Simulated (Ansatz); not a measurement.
Runs of Ansatz 0.2.0 on SbPt. Symmetry: P6_3/mmc, No. 194, hexagonal system. The conventional cell has a = 4.120 Å, b = 4.120 Å, c = 5.470 Å, α = 90.00°, β = 90.00°, γ = 120.00°. Pt (site symmetry -3m) is surrounded by 2 Pt at 2.73 Å and 6 Sb at 2.74 Å. Around Sb (site symmetry -6m2) lie 6 Pt at 2.74 Å. 

```csv
level,U,hubbard projectors,double counting,gap on the mesh (eV),pressure (GPa),relaxed volume (Å³/atom)
LDA+U,Pt d U = 3 eV,ortho-atomic (the default),fll (the default),none,0.0,20.24
LDA+U,Pt d U = 1 eV,ortho-atomic (the default),fll (the default),none,0.0,(a)
LDA+U,Pt d U = 2 eV,ortho-atomic (the default),fll (the default),none,0.0,20.22
LDA,-,-,-,none,0.0,(b)
LDA+U,Pt d U = 6 eV,ortho-atomic (the default),fll (the default),none,0.0,20.31
```

Alike in all rows: task relaxation of cell and atoms; potentials or basis Ansatz PAW; no spin polarisation; cell relaxed; k mesh 8 × 8 × 5; cutoff (eV) 420; smearing fermi-dirac 0.05 eV.

Fill in the values left out.

(a) 20.21; (b) 20.23.

Caveats: the plane-wave basis is chosen anew once the cell has moved, so the energies of steps on either side of that aren't comparable; the PAW data sets come from PBE, with cores solved anew for the run's functional, which leaves a small shift of forces and pressure; U without spin polarisation on a metal has little footing (some runs); the U is typed as a test and isn't derived for this compound (some runs).

A k mesh can miss the band edges, and the runs leave out spin-orbit coupling on Pt, Sb.

A gap of «none» marks a metal or a gap under the smearing width.
